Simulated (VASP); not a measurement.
## Tl: single point with r2SCAN

The system is Tl.

```
Tl
1.0
     1.78105    1.02829    8.24042
    -1.78105    1.02829    8.24042
     0.00000   -2.05658    8.24042
Tl
3
Direct
  0.00000 0.00000 0.00000
  0.22094 0.22094 0.22094
  0.77906 0.77906 0.77906
```

This isn't the form of Tl at room conditions, which is hcp.

| Item | Value |
| --- | --- |
| Program | VASP 6.6.1 |
| Task | single point |
| Functional | r2SCAN |
| Potentials or basis | VASP PAW PBE potentials, release 64 (Tl_d) |
| Cutoff | 520 eV |
| k mesh | 6 × 6 × 6 |
| Occupations | gaussian, width 0.1 eV |
| Spin | no spin polarisation |
| Dipole correction | no |
| Further INCAR settings | ALGO = Normal; EDIFF = 1e-06; NBANDS = 26 |

```yaml
Pressure: -0.3 GPa
Largest_force: 0.010 eV/Å
Band_gap_on_the_k_mesh: none (metal or under the smearing width)
```

Forces on the atoms (eV/Å):
```
Tl   0.000  0.000  0.000
Tl   0.000  0.000  0.010
Tl   0.000  0.000 -0.010
```

Stress tensor (GPa, compression positive):
```
-0.44  0.00  0.00
 0.00 -0.44  0.00
 0.00  0.00 -0.06
```

Levels at points of the mesh, in eV from the Fermi level:
```
           k point  band 15  band 16  band 17  band 18  band 19  band 20  band 21  band 22  band 23  band 24
(0.00, 0.00, 0.00)   -11.77   -10.18    -7.61    -7.46     0.97     1.09     7.78     7.78     7.89     7.89
(0.50, 0.00, 0.00)   -11.68    -6.17    -5.23    -4.71    -2.41    -1.07    -0.78     3.56     4.25     4.31
(0.50, 0.50, 0.00)   -11.66    -5.93    -5.59    -4.69    -2.54    -0.92    -0.09     2.33     3.52     4.11
(0.50, 0.50, 0.50)   -11.71    -9.62    -9.44    -5.13    -2.64     6.55     6.81     7.33     7.33     8.92
```

Wall time 14 min on 1 thread of Intel(R) Xeon(R) Platinum 8488C (Sapphire Rapids), with other jobs on the host, peak memory 0.62 GiB.

Caveat: the PAW data sets were made with another functional, which shifts forces and pressure a little. Spin-orbit coupling is left out, which matters for the levels of Tl.
